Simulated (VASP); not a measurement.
Wanted: the native input for a VASP 6.6.1 run.

- Task: relaxation of cell and atoms
- Functional: LDA
- Potentials or basis: VASP PAW LDA potentials, release 64 (W_sv, Se)
- Cutoff: 600 eV
- k mesh: 9 × 9 × 2
- Occupations: gaussian, width 0.03 eV
- Spin: no spin polarisation
- Further INCAR settings: ALGO = Normal; EDIFF = 1e-06; IBRION = 2; EDIFFG = -0.01; NSW = 90; ISIF = 3

The structure of WSe2 lies in POSCAR:

```
WSe2
1.0
    3.2900000000      0.0000000000      0.0000000000
   -1.6450000000      2.8492235785      0.0000000000
    0.0000000000      0.0000000000     12.9700000000
W Se
2 4
Direct
    0.3333333333      0.6666666667      0.2500000000
    0.6666666667      0.3333333333      0.7500000000
    0.3333333333      0.6666666667      0.6210000000
    0.6666666667      0.3333333333      0.1210000000
    0.3333333333      0.6666666667      0.8790000000
    0.6666666667      0.3333333333      0.3790000000
```

One way to write it, as run:

INCAR

```
ALGO = Normal
EDIFF = 1E-6
EDIFFG = -0.01
ENCUT = 600
IBRION = 2
ISIF = 3
ISMEAR = 0
KPAR = 2
LASPH = True
LCHARG = False
LREAL = False
LWAVE = False
NELM = 80
NSW = 90
PREC = Accurate
SIGMA = 0.03
```

KPOINTS

```
k-points
0
Gamma
  9 9 2
```

Potentials or basis: VASP PAW LDA potentials, release 64 (W_sv, Se).

Command:

```console
$ cat potpaw_LDA.64/W_sv/POTCAR potpaw_LDA.64/Se/POTCAR > POTCAR
$ mpirun -np 2 vasp_std > vasp.out
```

It gave:

```json
{
  "Relaxed volume": "19.62 Å³/atom",
  "Relaxed cell": "a = 3.256 Å, b = 3.256 Å, c = 12.823 Å, α = 90.00°, β = 90.00°, γ = 120.00°",
  "Space group after relaxing (to 0.05 Å)": "P6_3/mmc (No. 194)",
  "Energy gained by relaxing": "5.4 meV/atom",
  "Ionic steps": "11",
  "Pressure after relaxing": "0.0 GPa",
  "Largest force after relaxing": "0.006 eV/Å",
  "Band gap on the k mesh": "0.97 eV, indirect (least direct gap 1.61 eV)"
}
```

Caveat: spin-orbit coupling is left out, which moves the levels of the heavy elements; an odd mesh through Γ misses points on the zone boundary, where band edges often lie.

Run time: 4.4 min on 2 MPI ranks on Intel(R) Xeon(R) Platinum 8488C (Sapphire Rapids), on a shared host, peak memory 0.28 GiB a rank.
